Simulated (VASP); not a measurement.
Runs of VASP 6.6.1 on NaI. It takes space group Fm-3m (No. 225, cubic). Conventional cell: a = 6.473 Å, b = 6.473 Å, c = 6.473 Å, α = 90.00°, β = 90.00°, γ = 90.00°. I (site symmetry m-3m) has 6 Na at 3.24 Å as nearest neighbours. Na (site symmetry m-3m) is surrounded by 6 I at 3.24 Å. 

| task | level | potentials or basis | cell | k mesh | cutoff (eV) | smearing | ladder | grid for exact exchange (PRECFOCK) | screening parameter | mesh quality | gap on the mesh (eV) | pressure (GPa) | relaxed volume (Å³/atom) |
| --- | --- | --- | --- | --- | --- | --- | --- | --- | --- | --- | --- | --- | --- |
| relaxation of cell and atoms | PBEsol | VASP PAW PBE potentials, release 64 (I, Na_pv) | relaxed | 7 × 7 × 7 | 600 | fermi-dirac 0.05 eV | - | - | - | not flagged | (a) | 0.0 | 32.90 |
| relaxation of cell and atoms | LDA | VASP PAW LDA potentials, release 64 (I, Na_pv) | relaxed | 7 × 7 × 7 | 600 | fermi-dirac 0.05 eV | - | - | - | not flagged | 3.62 | -0.1 | 30.80 |
| band structure | TB-mBJ | VASP PAW PBE potentials, release 64 (I, Na_pv) | as given | 7 × 7 × 7 | 520 | fermi-dirac 0.05 eV | - | - | - | not flagged | 5.53 | - | - |
| band structure | RPBE | VASP PAW PBE potentials, release 64 (I, Na_pv) | as given | 7 × 7 × 7 | 520 | fermi-dirac 0.05 eV | - | - | - | not flagged | 3.90 | 1.6 | - |
| band structure | HSE03 | VASP PAW PBE potentials, release 64 (I, Na_pv) | as given | 6 × 6 × 6 | 520 | gaussian 0.02 eV | free | Fast | - | not flagged | (b) | 0.2 | - |
| relaxation of cell and atoms | HSE06 | VASP PAW PBE potentials, release 64 (I, Na_pv) | relaxed | 4 × 4 × 4 | 600 | fermi-dirac 0.05 eV | - | Fast | 0.2 1/A | coarse | 4.65 | 0.0 | 34.20 |
| single point | PBE | VASP PAW PBE potentials, release 64 (I_GW, Na_sv_GW) | as given | 3 × 3 × 3 | 500 | gaussian 0.02 eV | - | - | - | coarse | 3.63 | 0.6 | - |
| band structure | LAK | VASP PAW PBE potentials, release 64 (I, Na_pv) | as given | 7 × 7 × 7 | 520 | fermi-dirac 0.05 eV | - | - | - | not flagged | 4.55 | -0.1 | - |

Alike in all rows: no spin polarisation.

Q: Estimate the missing entries.

A: (a) 3.58; (b) 4.45.

Caveats: some runs use coarse meshes; spin-orbit coupling is left out, which moves the levels of the heavy elements; the PAW data sets were made with another functional, which shifts forces and pressure a little (some runs); an odd mesh through Γ misses points on the zone boundary, where band edges often lie (some runs).

A k mesh can miss the band edges, and the runs leave out spin-orbit coupling on I.

Not every run made on this cell is shown here.
